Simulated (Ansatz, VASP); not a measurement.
## Mo in VASP and in Ansatz

```xyz
1
Lattice="-1.5959 1.5959 1.5959 1.5959 -1.5959 1.5959 1.5959 1.5959 -1.5959" Properties=species:S:1:pos:R:3 pbc="T T T"
Mo    0.0000    0.0000    0.0000
```

Alike in both runs: task single point; functional PBE; k mesh 18 × 18 × 18; occupations gaussian, width 0.1 eV; no spin polarisation.

|  | VASP | Ansatz |
| --- | --- | --- |
| version | VASP 6.6.1 | Ansatz 0.2.0 |
| potentials or method | VASP PAW PBE potentials, release 64 (Mo_sv) | scalar-relativistic, plane waves, PAW |
| plane-wave cutoff (eV) | 520 | 420 |
| valence electrons in the cell | 14 | 14 |

```tsv
	VASP	Ansatz	Ansatz less VASP
gap on the k mesh at the Fermi level (eV)	none	none	-
pressure (GPa)	-6.7	-7.2	-0.45
```

A gap of «none» marks a metal or a gap that the smearing closes.
